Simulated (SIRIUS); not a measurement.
# Zn under changes of volume

One of the cells (15.760 Å³/atom); the others are scaled copies at fixed shape and fractional positions:

```xyz
1
Lattice="-1.5794 1.5794 1.5794 1.5794 -1.5794 1.5794 1.5794 1.5794 -1.5794" Properties=species:S:1:pos:R:3 pbc="T T T"
Zn    0.0000    0.0000    0.0000
```

This isn't the form of Zn at room conditions, which is hcp.

```yaml
Program: SIRIUS 7.12.0
Functional: PBEsol
Potentials_or_basis: PseudoDojo 0.4.1 PBEsol standard (scalar relativistic)
Cutoff: 1152 eV
Density_cutoff: 4606 eV
k_mesh: 12 × 12 × 12
Occupations: fermi-dirac, width 0.05 eV
Spin: no spin polarisation
```

```csv
volume (Å³/atom),energy over the lowest point (meV/atom),pressure (GPa)
14.524,0.00,-1.6
14.833,4.50,-3.0
15.142,11.40,-4.2
15.760,31.49,-6.2
16.069,?,?
16.378,58.52,-7.8
```

**Question.** What does the run at 16.069 Å³/atom give?

**Answer.** Energy over the lowest point 44.26 meV/atom; pressure -7.1 GPa.

Worked out: A Birch-Murnaghan fit of order 3 (a polynomial in V^(-2/3)) to the other rows has its minimum at 14.18 Å³/atom, just outside them, with B0 = V·E''(V) = 73 GPa and B' = 4.1. It gives 44.23 meV/atom at 16.069 Å³/atom, against the run's 44.26, and -dE/dV = -7.0 GPa, against -7.1.

Energies are extrapolated to zero smearing.
